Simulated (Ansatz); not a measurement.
**Response of Sr to small distortions**

```
Sr
1.0
    -2.42500    2.42500    2.42500
     2.42500   -2.42500    2.42500
     2.42500    2.42500   -2.42500
Sr
1
Direct
  0.00000 0.00000 0.00000
```

The conventional cell has a = 4.850 Å, b = 4.850 Å, c = 4.850 Å, α = 90.00°, β = 90.00°, γ = 90.00°. Sr (atom 1) has 8 Sr at 4.20 Å as nearest neighbours.

The structure is an experimental refinement, used without relaxation. It was measured hot, at 887 K.

Computed with Ansatz 0.2.0, DFT, PBE, all-electron LAPW, scalar-relativistic.

Sampling and basis: a Γ-centred 12×12×12 k mesh, Fermi–Dirac smearing of 0.05 eV, basis error target 0.25 meV/atom, no spin polarisation.

The unchanged cell is at -0.59 GPa, so energy changes include a term −P ΔV where the volume moves.

In a metal, stresses and small energies carry noise from the k mesh.

x, y and z are the Cartesian axes of the cell as listed; fractional coordinates follow a strain, and an engineering shear is twice the off-diagonal strain component.

Task: With this change (x and y strained by +1.5 %, z held), what becomes of the energy and stress?

Result: Energy change +8 meV/atom; stress change (xx, yy, zz, yz, xz, xy) -0.26, -0.26, -0.25, 0.00, 0.00, 0.00 GPa, compression positive.

Task: With this change (z strained by -4 % at fixed volume), what becomes of the energy and stress?

Result: Energy change +1 meV/atom; stress change (xx, yy, zz, yz, xz, xy) -0.02, -0.02, 0.14, 0.00, 0.00, 0.00 GPa, compression positive.
